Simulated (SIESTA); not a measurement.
Crystal: Te2Pt (Moncheite).

```
Pt Te
1.0
     4.01000    0.00000    0.00000
    -2.00500    3.47276    0.00000
     0.00000    0.00000    5.20100
Pt Te
1 2
Direct
  0.00000 0.00000 0.00000
  0.66667 0.33333 0.75000
  0.33333 0.66667 0.25000
```

Base run:

- Program: SIESTA 5.4.2
- Functional: AM05
- Potentials or basis: PseudoDojo 0.4 standard (PBEsol files)
- Basis: DZP (energy shift 0.003 Ry; two zetas on semicore shells)
- Grid cutoff: 800 Ry
- Energy shift: 0.003 Ry
- k mesh: 8 × 8 × 5
- Occupations: fermi-dirac, width 0.05 eV
- Spin: no spin polarisation

Its results: band gap on the k mesh none (metal or under the smearing width); pressure 6.9 GPa; largest force 1.221 eV/Å.

Q: After a change of settings the same cell gave: band gap on the k mesh none (metal or under the smearing width); pressure 7.8 GPa; largest force 1.408 eV/Å. Which change was it?
A. functional from AM05 to WC
B. functional from AM05 to BLYP; potentials or basis from PseudoDojo 0.4 standard (PBEsol files) to PseudoDojo 0.4 standard (PBE files)
C. functional from AM05 to PW91; potentials or basis from PseudoDojo 0.4 standard (PBEsol files) to PseudoDojo 0.4 standard (PBE files)
D. functional from AM05 to RPBE; potentials or basis from PseudoDojo 0.4 standard (PBEsol files) to PseudoDojo 0.4 standard (PBE files)

A: A.

Caveats: short orbitals over semicore shells can move pressures by several GPa; the potentials were made for another functional, which shifts forces and pressure; spin-orbit coupling is left out, which moves the levels of the heavy elements; the basis of atomic orbitals isn't converged, which shifts pressures, moduli and gaps.
